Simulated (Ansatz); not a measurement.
Base system: BaSnO₃ in the cubic perovskite structure (space group Pm-3m, No. 221; a = 4.131 Å).

Level of theory: r2SCAN (Ansatz, a quantum-chemistry and plane-wave program; PAW; 500 eV plane waves; no spin-orbit coupling).

One change was made to it. Results:

```csv
quantity,base,after
band gap,1.56 eV,4.27 eV
smallest direct gap,2.04 eV,4.62 eV
electron mass,0.19 mₑ (at Γ),0.29 mₑ (at Γ)
volume per atom,14.10 Å³,11.73 Å³
```

Problem. What was done to the base?
(A) pressure −1 GPa
(B) pressure 45 GPa
(C) pressure 9 GPa
(D) pressure −2 GPa

Solution. B, pressure 45 GPa. For comparison, the band gap in the other runs: pressure −1 GPa gives 1.48 eV; pressure 9 GPa gives 2.24 eV; pressure −2 GPa gives 1.40 eV.

Load acts through the strain it causes; cell and atoms are relaxed under it. Effective masses come from finite differences of ±0.01 Å⁻¹. Stability against distortions was not tested. Competing high-pressure phases were not computed.
